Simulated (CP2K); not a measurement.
PbF2 (Fluorocronite):

```
Pb F
1.0
     4.19125    0.00000    0.00000
     2.09562    3.62973    0.00000
     2.09562    1.20991    3.42214
Pb F
1 2
Direct
  0.00000 0.00000 0.00000
  0.75000 0.75000 0.75000
  0.25000 0.25000 0.25000
```

Program: CP2K 2026.2. Alike in all runs: task band structure; no spin polarisation; cell as given; k mesh 8 × 8 × 8.

Problem. Order these runs on this cell by their band gap on the k mesh, lowest first.
A. level TASK; potentials or basis POTENTIAL_UZH Pb GTH-SCAN-q4, F GTH-SCAN-q7; TZVP-MOLOPT-SCAN-GTH basis; smearing fermi-dirac 0.01 eV; EPS_DEFAULT 1.0E-10; NGRIDS 5; points a segment of the path (NPOINTS) 6; bands added on the path 6
B. level TB-mBJ; potentials or basis POTENTIAL_UZH Pb GTH-PBE-q4, F GTH-PBE-q7; TZVP-MOLOPT-PBE-GTH basis; smearing fermi-dirac 0.05 eV; EPS_DEFAULT 1.0E-9; NGRIDS 4; points a segment of the path (NPOINTS) 10; bands added on the path 2
C. level r2SCAN; potentials or basis POTENTIAL_UZH Pb GTH-SCAN-q4, F GTH-SCAN-q7; TZVP-MOLOPT-SCAN-GTH basis; smearing fermi-dirac 0.0259 eV; EPS_DEFAULT 1.0E-9; NGRIDS 5; points a segment of the path (NPOINTS) 10; bands added on the path 4

Solution. C (4.68 eV), B (4.84 eV), A (5.50 eV).

Caveats: spin-orbit coupling is left out, which as a rule narrows the gap of such compounds by several tenths of an eV; the basis of atomic orbitals isn't converged, which shifts pressures, moduli and gaps; this is a model potential without an energy functional, so only levels have meaning (some runs).

